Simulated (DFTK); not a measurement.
CaO:

```
CELL_PARAMETERS angstrom
0.00000 2.40356 2.40356
2.40356 0.00000 2.40356
2.40356 2.40356 0.00000
ATOMIC_POSITIONS crystal
Ca 0.00000 0.00000 0.00000
O 0.50000 0.50000 0.50000
```

The cell is a database's computed one.

Base run:

| Item | Value |
| --- | --- |
| Program | DFTK 0.8.2 |
| Functional | PBE |
| Potentials or basis | dojo.nc.sr.pbe.v0_4_1.standard.upf (PBE) |
| Cutoff | 1143 eV |
| k mesh | 10 × 10 × 10 |
| Occupations | fermi-dirac, width 0.05 eV |
| Spin | no spin polarisation |

Its results: band gap on the k mesh 3.66 eV, indirect (least direct gap 4.03 eV); pressure 1.3 GPa.

Problem. The run is repeated on the same cell with these changes: functional from PBE to PBEsol; potentials or basis from dojo.nc.sr.pbe.v0_4_1.standard.upf (PBE) to dojo.nc.sr.pbesol.v0_4_1.standard.upf (PBEsol). What comes out?

Solution. Band gap on the k mesh 3.56 eV, indirect (least direct gap 3.94 eV); pressure -3.0 GPa.

A k mesh can miss the band edges.
